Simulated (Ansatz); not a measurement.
# Ge: the cost of one run

Computed with Ansatz 0.2.0 (DFT PBE, scalar-relativistic, plane waves, PAW, unless a step's input says otherwise).

2 further runs of the same task are left out: 1 that didn't finish, 1 set aside as unsound or not needed.

## Step 1: The system as given

Symmetry: Fd-3m, No. 227, cubic system. The conventional cell has a = 5.761 Å, b = 5.761 Å, c = 5.761 Å, α = 90.00°, β = 90.00°, γ = 90.00°. Ge (site symmetry -43m) is surrounded by 4 Ge at 2.49 Å.

Structure file:

```xyz
2
Lattice="0.0000 2.8805 2.8805 2.8805 0.0000 2.8805 2.8805 2.8805 0.0000" Properties=species:S:1:pos:R:3 pbc="T T T"
Ge    0.0000    0.0000    0.0000
Ge    1.4403    1.4403    1.4403
```

It is the result of an earlier relaxation at this level (volume 23.90 Å³/atom; gap on the mesh: none (metal)).

## Step 2: Next: the ladder chain

A free-standing chain of the crystal's atoms, periodic along c. Atoms and period relax; energies count from the bulk, -4294.9839 eV an atom.

The cell holds 4 Ge: a = 11.400 Å, b = 9.300 Å, c = 4.490 Å, α = 90.00°, β = 90.00°, γ = 90.00°.

## Step 3: Relaxing it

Pressure and volume refer to the whole cell with its vacuum; only the period along c may change.

input.yaml reads:

```yaml
crystal:
  lattice:
    - [11.4, 0.0, 0.0]
    - [0.0, 9.3, 0.0]
    - [0.0, 0.0, 4.4903119409]
  atoms:
    - { symbol: Ge, position: [0.3966046593, 0.5, 0.0], spin: 0.5 }
    - { symbol: Ge, position: [0.3966046593, 0.5, 0.5], spin: 0.5 }
    - { symbol: Ge, position: [0.6033953407, 0.5, 0.0], spin: 0.5 }
    - { symbol: Ge, position: [0.6033953407, 0.5, 0.5], spin: 0.5 }
basis:
  ecutwfc: 420
kpoints:
  mp_grid: { grid: [1, 1, 14] }
hamiltonian:
  xc: pbe
scf:
  occupations: { method: gaussian, width: 0.05 }
output:
  forces: true
  stress: true
  eigenvalues: true
  populations: true
  write_density: true
  write_potential: true
  elf: true
  volumetric_format: npy
magnetization:
  spin_polarized: true
relax:
  adjacent_minimum: "off"
  f_tol: 0.01
  max_steps: 45
  cell: { fix: [a, b, alpha, beta, gamma], stress_tol: 0.03 }
```

Command:

```
> ansatz run input.yaml --threads 2 --pin off --max-ram 5120MiB --backend cpu --events-out ev --progress --plain --runs-dir out
```

**Question.** How long does this run take on 2 threads of Arm Neoverse V2, shared host, and how much memory does it need?

About 1.8 min, with a peak of 0.84 GiB.
